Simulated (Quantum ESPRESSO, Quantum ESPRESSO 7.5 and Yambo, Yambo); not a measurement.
## Quasiparticle gap of BAs (F-43m) in Yambo

Wanted: ground state, empty states, screening and self-energy for BAs (F-43m).

Calculated with Quantum ESPRESSO 7.5 and Yambo 5.3.0; PBE and many-body steps on it, plane waves.

**What was measured.**

- Gap 1.82 eV: indirect gap from Tauc plot of optical absorption; UV-visible absorption, indirect Tauc plot; 300 K; bulk crystal (three thin as-grown single crystals with the same absorption edge) (“Photoluminescence mapping and time-domain thermo-photoluminescence for rapid imaging and measurement of thermal conductivity of boron arsenide”, 2019, arxiv:1910.07149).

- Gap 4.12 eV: direct gap from square of absorption coefficient, average of two samples; spectroscopic ellipsometry; 300 K; bulk crystal (CVT-grown opaque bulk crystals) (“Optical properties of cubic boron arsenide”, 2019, arxiv:1911.04914).

- Gap 2.02 eV: indirect gap from square root of absorption coefficient, average of three samples; transmission and reflection spectroscopy; 300 K; bulk crystal (CVT-grown platelets about 10 um thick) (“Optical properties of cubic boron arsenide”, 2019, arxiv:1911.04914).

## (1) Set-up

It takes space group F-43m (No. 216, cubic). The conventional cell has a = 4.777 Å, b = 4.777 Å, c = 4.777 Å, α = 90.00°, β = 90.00°, γ = 90.00°. Nearest to B lie 4 As at 2.07 Å. Nearest to As lie 4 B at 2.07 Å. Farther neighbours are not listed.

The cell and positions come from the Crystallography Open Database and are kept as given unless a step says otherwise.

## (2) Ground state

This step: Quantum ESPRESSO 7.5; DFT, PBE, plane waves, norm-conserving pseudopotentials.

The ground-state density comes first.

Contents of pw.in:

```
&control
  calculation = 'scf'
  prefix = 'x'
  outdir = 'o'
  pseudo_dir = 'pseudo'
/
&system
  ibrav = 0
  nat = 2
  ntyp = 2
  ecutwfc = 100.0
  nbnd = 18
  force_symmorphic = .true.
/
&electrons
  conv_thr = 1e-10
  electron_maxstep = 80
  mixing_beta = 0.5
/
ATOMIC_SPECIES
  B 10.81 B.upf
  As 74.922 As.upf
CELL_PARAMETERS angstrom
  -0.0000000000 2.3885000000 2.3885000000
  2.3885000000 -0.0000000000 2.3885000000
  2.3885000000 2.3885000000 -0.0000000000
ATOMIC_POSITIONS crystal
  B 0.0000000000 0.0000000000 0.0000000000
  As 0.2500000000 0.2500000000 0.2500000000
K_POINTS automatic
  8 8 8 0 0 0
```

Started as:

```console
$ OMP_NUM_THREADS=1 mpirun -n 4 pw.x -nk 4 -in pw.in > pw.out
```

Output:

```text
Program PWSCF v.7.5 starts

     This program is part of the open-source Quantum ESPRESSO suite
     for quantum simulation of materials; please cite
         "P. Giannozzi et al., J. Phys.:Condens. Matter 21 395502 (2009);
         "P. Giannozzi et al., J. Phys.:Condens. Matter 29 465901 (2017);
         "P. Giannozzi et al., J. Chem. Phys. 152 154105 (2020);
     in publications or presentations arising from this work. More details at
     Message from routine setup:
     using ibrav=0 with symmetry is DISCOURAGED, use correct ibrav instead

     G-vector sticks info

     bravais-lattice index     =            0
     lattice parameter (alat)  =       6.3832  a.u.
     unit-cell volume          =     183.9087 (a.u.)^3
     number of atoms/cell      =            2
     number of atomic types    =            2
     number of electrons       =        26.00
     number of Kohn-Sham states=           18
     kinetic-energy cutoff     =     100.0000  Ry
     charge density cutoff     =     400.0000  Ry
     scf convergence threshold =      1.0E-10
     mixing beta               =       0.5000
     number of iterations used =            8  plain     mixing
     Exchange-correlation= PBE
                           (   1   4   3   4   0   0   0)

     celldm(1)=   6.383210  celldm(2)=   0.000000  celldm(3)=   0.000000
     celldm(4)=   0.000000  celldm(5)=   0.000000  celldm(6)=   0.000000

     crystal axes: (cart. coord. in units of alat)
               a(1) = (  -0.000000   0.707107   0.707107 )
               a(2) = (   0.707107  -0.000000   0.707107 )
               a(3) = (   0.707107   0.707107  -0.000000 )

     reciprocal axes: (cart. coord. in units 2 pi/alat)
               b(1) = ( -0.707107  0.707107  0.707107 )
               b(2) = (  0.707107 -0.707107  0.707107 )
               b(3) = (  0.707107  0.707107 -0.707107 )
     Pseudo is Norm-conserving + core correction, Zval =  3.0
     Generated using ONCVPSP code by D. R. Hamann
     Using radial grid of 1534 points,  4 beta functions with:
     Pseudo is Norm-conserving + core correction, Zval = 23.0
     Generated using ONCVPSP code by D. R. Hamann
     Using radial grid of 1358 points,  6 beta functions with:
     B                 3.00    10.81000     B ( 1.00)
     As               23.00    74.92200     As( 1.00)

     24 Sym. Ops. (no inversion) found

   Cartesian axes

     site n.     atom                  positions (alat units)
         1        B      tau(   1) = (   0.0000000   0.0000000   0.0000000  )
         2        As     tau(   2) = (   0.3535534   0.3535534   0.3535534  )

     number of k points=    29
                       cart. coord. in units 2pi/alat
        k(    1) = (   0.0000000   0.0000000   0.0000000), wk =   0.0039062
        k(    2) = (   0.0883883   0.0883883  -0.0883883), wk =   0.0312500
        k(    3) = (   0.1767767   0.1767767  -0.1767767), wk =   0.0312500
        k(    4) = (   0.2651650   0.2651650  -0.2651650), wk =   0.0312500
        k(    5) = (  -0.3535534  -0.3535534   0.3535534), wk =   0.0156250
        k(    6) = (   0.1767767   0.0000000   0.0000000), wk =   0.0234375
        k(    7) = (   0.2651650   0.0883883  -0.0883883), wk =   0.0937500
        k(    8) = (   0.3535534   0.1767767  -0.1767767), wk =   0.0937500
        k(    9) = (  -0.2651650  -0.4419417   0.4419417), wk =   0.0937500
        k(   10) = (  -0.1767767  -0.3535534   0.3535534), wk =   0.0937500
     [... 17 further rows ...]
        k(   28) = (  -0.7071068   0.1767767  -0.0000000), wk =   0.0468750
        k(   29) = (  -0.7071068   0.3535534   0.0000000), wk =   0.0234375

     Dense  grid:    24933 G-vectors     FFT dimensions: (  45,  45,  45)

     Initial potential from superposition of free atoms

     starting charge      25.9995, renormalised to      26.0000
     Starting wfcs are   17 randomized atomic wfcs +    1 random wfcs

     per-process dynamical memory:    28.0 Mb

     Self-consistent Calculation

     iteration #  1     ecut=   100.00 Ry     beta= 0.50

     Threshold (ethr) on eigenvalues was too large:
     Diagonalizing with lowered threshold

     total energy              =    -616.36632469 Ry
     estimated scf accuracy    <       0.15484101 Ry

     iteration #  2     ecut=   100.00 Ry     beta= 0.50

     total energy              =    -616.39434790 Ry
     estimated scf accuracy    <       0.01138268 Ry

     iteration #  3     ecut=   100.00 Ry     beta= 0.50

     total energy              =    -616.39524841 Ry
     estimated scf accuracy    <       0.00166439 Ry

     iteration #  4     ecut=   100.00 Ry     beta= 0.50

     total energy              =    -616.39531919 Ry
     estimated scf accuracy    <       0.00003906 Ry

     iteration #  5     ecut=   100.00 Ry     beta= 0.50

     total energy              =    -616.39532577 Ry
     estimated scf accuracy    <       0.00000277 Ry

     iteration #  6     ecut=   100.00 Ry     beta= 0.50

     total energy              =    -616.39532626 Ry
     estimated scf accuracy    <       0.00000018 Ry

     iteration #  7     ecut=   100.00 Ry     beta= 0.50

     total energy              =    -616.39532630 Ry
     estimated scf accuracy    <       0.00000002 Ry

     iteration #  8     ecut=   100.00 Ry     beta= 0.50

     total energy              =    -616.39532631 Ry
     estimated scf accuracy    <          2.4E-09 Ry

     iteration #  9     ecut=   100.00 Ry     beta= 0.50

     total energy              =    -616.39532631 Ry
     estimated scf accuracy    <          5.6E-10 Ry

     iteration # 10     ecut=   100.00 Ry     beta= 0.50

     End of self-consistent calculation

          k = 0.0000 0.0000 0.0000 (  3119 PWs)   bands (ev):

  -173.2771-116.6590-116.6590-116.6590 -23.6917 -23.6917 -23.6917 -23.6721
   -23.6721  -3.2329  12.1652  12.1652  12.1652  15.4540  15.4540  15.4540
    16.8509  21.7655

          k = 0.0884 0.0884-0.0884 (  3092 PWs)   bands (ev):

  -173.2771-116.6590-116.6590-116.6590 -23.6913 -23.6906 -23.6906 -23.6720
   -23.6720  -2.9769  10.2039  11.7279  11.7279  15.5689  16.0312  16.0312
    18.1294  22.7110

          k = 0.1768 0.1768-0.1768 (  3104 PWs)   bands (ev):

  -173.2771-116.6590-116.6590-116.6590 -23.6901 -23.6883 -23.6883 -23.6713
   -23.6713  -2.2319   7.2340  11.0180  11.0180  15.2404  16.8332  16.8332
    20.0766  23.4880

          k = 0.2652 0.2652-0.2652 (  3097 PWs)   bands (ev):

     [... further k-points ...]

     highest occupied, lowest unoccupied level (ev):    12.1652   13.3722

!    total energy              =    -616.39532631 Ry
     estimated scf accuracy    <          1.7E-11 Ry

     The total energy is the sum of the following terms:
     one-electron contribution =    -522.16253670 Ry
     hartree contribution      =     249.08349149 Ry
     xc contribution           =     -57.81061323 Ry
     ewald contribution        =    -285.50566787 Ry

     convergence has been achieved in  10 iterations

     XML data file, charge density, pseudopotentials, collected wavefunctions

=------------------------------------------------------------------------------=
   JOB DONE.
=------------------------------------------------------------------------------=
```

The job ended after 11 s (4 MPI ranks of Arm Neoverse V1, shared host; peak memory 0.25 GiB; 42 s of CPU time).

This step gave:

```
total energy               : -8386.4857 eV
gap                        : 1.207 eV
k of the valence top       : 0, 0, 0
k of the conduction bottom : 0, 0.375, 0.375
least direct gap           : 3.289 eV
```

The gap is indirect, with the least direct gap 2.08 eV higher.

## (3) Bands along the symmetry lines

Levels along a band path, at the cheap level, show where the edges lie and whether the meshes to come will hold them.

Contents of pw.in:

```
&control
  calculation = 'bands'
  prefix = 'x'
  outdir = 'o'
  pseudo_dir = 'pseudo'
/
&system
  ibrav = 0
  nat = 2
  ntyp = 2
  ecutwfc = 100.0
  nbnd = 19
  force_symmorphic = .true.
/
&electrons
  conv_thr = 1e-9
  electron_maxstep = 80
  diago_full_acc = .true.
  diago_thr_init = 5e-6
/
ATOMIC_SPECIES
  B 10.81 B.upf
  As 74.922 As.upf
CELL_PARAMETERS angstrom
  -0.0000000000 2.3885000000 2.3885000000
  2.3885000000 -0.0000000000 2.3885000000
  2.3885000000 2.3885000000 -0.0000000000
ATOMIC_POSITIONS crystal
  B 0.0000000000 0.0000000000 0.0000000000
  As 0.2500000000 0.2500000000 0.2500000000
K_POINTS crystal
  50
  0.00000000 0.00000000 0.00000000 1
  -0.06250000 -0.06250000 0.00000000 1
  -0.12500000 -0.12500000 0.00000000 1
  -0.18750000 -0.18750000 0.00000000 1
  -0.25000000 -0.25000000 0.00000000 1
  -0.31250000 -0.31250000 0.00000000 1
  -0.37500000 -0.37500000 0.00000000 1
  -0.43750000 -0.43750000 0.00000000 1
  -0.50000000 -0.50000000 0.00000000 1
  -0.48437500 -0.48437500 0.03125000 1
  -0.46875000 -0.46875000 0.06250000 1
  -0.45312500 -0.45312500 0.09375000 1
  -0.43750000 -0.43750000 0.12500000 1
  -0.42187500 -0.42187500 0.15625000 1
  -0.40625000 -0.40625000 0.18750000 1
  -0.39062500 -0.39062500 0.21875000 1
  -0.37500000 -0.37500000 0.25000000 1
  -0.37500000 0.00000000 0.37500000 1
  -0.32812500 0.00000000 0.32812500 1
  -0.28125000 0.00000000 0.28125000 1
  -0.23437500 0.00000000 0.23437500 1
  -0.18750000 0.00000000 0.18750000 1
  -0.14062500 0.00000000 0.14062500 1
  -0.09375000 0.00000000 0.09375000 1
  -0.04687500 0.00000000 0.04687500 1
  0.00000000 0.00000000 0.00000000 1
  0.00000000 0.00000000 0.06250000 1
  0.00000000 0.00000000 0.12500000 1
  0.00000000 0.00000000 0.18750000 1
  0.00000000 0.00000000 0.25000000 1
  0.00000000 0.00000000 0.31250000 1
  0.00000000 0.00000000 0.37500000 1
  0.00000000 0.00000000 0.43750000 1
  -0.00000000 -0.00000000 0.50000000 1
  -0.06250000 -0.03125000 0.46875000 1
  -0.12500000 -0.06250000 0.43750000 1
  -0.18750000 -0.09375000 0.40625000 1
  -0.25000000 -0.12500000 0.37500000 1
  -0.31250000 -0.15625000 0.34375000 1
  -0.37500000 -0.18750000 0.31250000 1
  -0.43750000 -0.21875000 0.28125000 1
  -0.50000000 -0.25000000 0.25000000 1
  -0.50000000 -0.28125000 0.21875000 1
  -0.50000000 -0.31250000 0.18750000 1
  -0.50000000 -0.34375000 0.15625000 1
  -0.50000000 -0.37500000 0.12500000 1
  -0.50000000 -0.40625000 0.09375000 1
  -0.50000000 -0.43750000 0.06250000 1
  -0.50000000 -0.46875000 0.03125000 1
  -0.50000000 -0.50000000 0.00000000 1
```

Output:

```text
[banner, memory and clock lines left out]
Program PWSCF v.7.5 starts

     Atomic positions and unit cell read from directory:
     o/x.save/

     Message from routine setup:
     using ibrav=0 with symmetry is DISCOURAGED, use correct ibrav instead

     G-vector sticks info

     bravais-lattice index     =            0
     lattice parameter (alat)  =       6.3832  a.u.
     unit-cell volume          =     183.9087 (a.u.)^3
     number of atoms/cell      =            2
     number of atomic types    =            2
     number of electrons       =        26.00
     number of Kohn-Sham states=           19
     kinetic-energy cutoff     =     100.0000  Ry
     charge density cutoff     =     400.0000  Ry
     Exchange-correlation= PBE
                           (   1   4   3   4   0   0   0)

     celldm(1)=   6.383210  celldm(2)=   0.000000  celldm(3)=   0.000000
     celldm(4)=   0.000000  celldm(5)=   0.000000  celldm(6)=   0.000000

     crystal axes: (cart. coord. in units of alat)
               a(1) = (  -0.000000   0.707107   0.707107 )
               a(2) = (   0.707107  -0.000000   0.707107 )
               a(3) = (   0.707107   0.707107  -0.000000 )

     reciprocal axes: (cart. coord. in units 2 pi/alat)
               b(1) = ( -0.707107  0.707107  0.707107 )
               b(2) = (  0.707107 -0.707107  0.707107 )
               b(3) = (  0.707107  0.707107 -0.707107 )
     Pseudo is Norm-conserving + core correction, Zval =  3.0
     Generated using ONCVPSP code by D. R. Hamann
     Using radial grid of 1534 points,  4 beta functions with:
     Pseudo is Norm-conserving + core correction, Zval = 23.0
     Generated using ONCVPSP code by D. R. Hamann
     Using radial grid of 1358 points,  6 beta functions with:
     B                 3.00    10.81000     B ( 1.00)
     As               23.00    74.92200     As( 1.00)

     24 Sym. Ops. (no inversion) found

   Cartesian axes

     site n.     atom                  positions (alat units)
         1        B      tau(   1) = (   0.0000000   0.0000000   0.0000000  )
         2        As     tau(   2) = (   0.3535534   0.3535534   0.3535534  )

     number of k points=    50
                       cart. coord. in units 2pi/alat
        k(    1) = (   0.0000000   0.0000000   0.0000000), wk =   0.0400000
        k(    2) = (   0.0000000   0.0000000  -0.0883883), wk =   0.0400000
        k(    3) = (   0.0000000   0.0000000  -0.1767767), wk =   0.0400000
[...]
[... 38 further rows ...]
        k(   49) = (   0.0441942  -0.0000000  -0.7071068), wk =   0.0400000
        k(   50) = (   0.0000000   0.0000000  -0.7071068), wk =   0.0400000

     Dense  grid:    24933 G-vectors     FFT dimensions: (  45,  45,  45)

     The potential is recalculated from file :
     o/x.save/charge-density

     Starting wfcs are   17 randomized atomic wfcs +    2 random wfcs

     Band Structure Calculation

     End of band structure calculation

          k = 0.0000 0.0000 0.0000 (  3119 PWs)   bands (ev):

  -173.2770-116.6589-116.6589-116.6589 -23.6917 -23.6917 -23.6917 -23.6720
   -23.6720  -3.2329  12.1652  12.1652  12.1652  15.4540  15.4540  15.4540
    16.8509  21.7656  25.3322

          k = 0.0000 0.0000-0.0884 (  3115 PWs)   bands (ev):

  -173.2770-116.6589-116.6589-116.6589 -23.6919 -23.6911 -23.6911 -23.6722
   -23.6718  -3.1471  11.7377  11.7838  11.7838  15.2182  15.9295  15.9295
    17.2349  22.1194  23.9086

          k = 0.0000 0.0000-0.1768 (  3107 PWs)   bands (ev):

  -173.2770-116.6589-116.6589-116.6589 -23.6925 -23.6894 -23.6894 -23.6728
   -23.6711  -2.8912  10.7175  11.0060  11.0060  14.7555  16.9850  16.9850
    17.8021  22.3845  23.0796

          k =-0.0000 0.0000-0.2652 (  3122 PWs)   bands (ev):

[...]
k = 0.0000 0.0000-0.3536 (  3122 PWs)   bands (ev):

[...]
k = 0.0000-0.0000-0.4419 (  3090 PWs)   bands (ev):

[...]
k =-0.0000 0.0000-0.5303 (  3090 PWs)   bands (ev):

[...]
k = 0.0000-0.0000-0.6187 (  3102 PWs)   bands (ev):

[...]
k = 0.5303-0.0000-0.5303 (  3108 PWs)   bands (ev):

[...]
k = 0.0000 0.0000 0.0000 (  3119 PWs)   bands (ev):

[...]
k = 0.1326 0.0000-0.7071 (  3126 PWs)   bands (ev):

[...]
k = 0.0884-0.0000-0.7071 (  3106 PWs)   bands (ev):

[...]
k = 0.0442-0.0000-0.7071 (  3104 PWs)   bands (ev):

  -173.2770-116.6590-116.6589-116.6589 -23.6966 -23.6779 -23.6760 -23.6758
   -23.6661   0.9521   3.6654   8.0299   8.0376  13.7217  13.7363  23.4411
    23.4928  24.9847  29.1559

          k = 0.0000 0.0000-0.7071 (  3138 PWs)   bands (ev):

  -173.2770-116.6590-116.6590-116.6590 -23.6968 -23.6780 -23.6759 -23.6759
   -23.6660   0.9463   3.6514   8.0912   8.0912  13.6158  13.6240  23.5578
    23.5578  25.0446  29.4487

     XML data file, pseudopotentials, collected wavefunctions
```

It took 4.2 s on 4 MPI ranks; peak memory 0.22 GiB.

Numbers from this step:

```yaml
gap: 1.207 eV
k_of_the_valence_top: 0, 0, 0
k_of_the_conduction_bottom: -0.375, -0.375, 0
least_direct_gap: 3.289 eV
```

The gap is 1.207 eV, as in the run before at this level.

The electronic bands at the labelled points (eV, zero at the top of the highest filled band):

```csv
point,band 10,band 11,band 12,band 13,band 14,band 15,band 16,band 17
Γ,-15.40,0.00,0.00,0.00,3.29,3.29,3.29,4.69
halfway,-14.05,-4.09,-2.70,-2.70,1.67,4.55,7.41,7.41
X,-11.22,-8.51,-4.07,-4.07,1.45,1.46,11.39,11.39
halfway,-11.19,-8.41,-4.90,-3.92,1.61,2.81,10.72,10.82
U,-11.26,-8.13,-5.94,-3.48,2.06,5.56,9.24,9.78
jump to K,-11.26,-8.13,-5.94,-3.48,2.06,5.56,9.24,9.78
halfway,-13.91,-5.13,-3.78,-1.13,3.99,4.92,5.80,7.01
Γ,-15.40,0.00,0.00,0.00,3.29,3.29,3.29,4.69
halfway,-14.40,-4.93,-1.15,-1.15,3.08,4.67,4.67,7.91
L,-12.53,-8.77,-1.82,-1.82,2.70,4.80,4.80,8.90
halfway,-11.96,-8.28,-4.55,-3.07,3.98,4.79,7.48,9.06
W,-11.06,-8.05,-5.48,-5.19,5.27,5.95,6.83,7.06
halfway,-11.14,-8.31,-4.81,-4.69,2.90,3.02,9.72,10.01
X,-11.22,-8.51,-4.07,-4.07,1.45,1.46,11.39,11.39
```

The electronic bands as a text plot (rows in eV, shown from -8.0 to 7.2 only):

```
    6.9 |                   +++++++        +            +++
    6.3 |    +                     ++    ++          +   ++
    5.6 |  +++            +   +++                   +   +  +
    5.0 |++++            +      +++  ++++    +++++++  ++ +++
    4.4 |     ++                 ++++      ++       ++ ++   +
    3.7 | +     ++      +     ++++++++  +++          ++
    3.1 |++            +    ++       +++ +++++++  +++        +
    2.5 |  ++     +        +                    ++            +
    1.8 |    +++   ++ +++++                                    ++
    1.2 |       +++++++
    0.6 |
   -0.1 |**                        ******
   -0.7 | *                      **  *  ****
   -1.3 |  **                   *  **       ****
   -2.0 |    *                **   **    **     *****
   -2.6 |    ***            **   **                 **
   -3.2 |       **        **               *          *
   -3.9 |     **  ********      ***                  * *        *
   -4.5 |             *       **                      * **   ***
   -5.1 |              **       *           *          *  ***
   -5.8 |       **       *****                          ***
   -6.4 |                     **             **
   -7.0 |         *         **
   -7.7 |          **      *                   *        *
         Γ           X  U|K            Γ         L        W     X
```

[end of part 1 of 3]

[Paths, hosts, dates, memory and timing lines, banners, echoed tables and standing remarks are left out of the program output.]

[Logs are printed without paths, hosts, clocks, repeated set-up lines and the standing remarks that a program may print on its own settings, such as how far it seeks lower states.]

[Runs of the session that timed out or met a known fault of the program may be left out.]

[Hosts, paths, dates, database ids (printed as entryN), source tags and the programs' standing remarks are cut or masked in the printed files.]
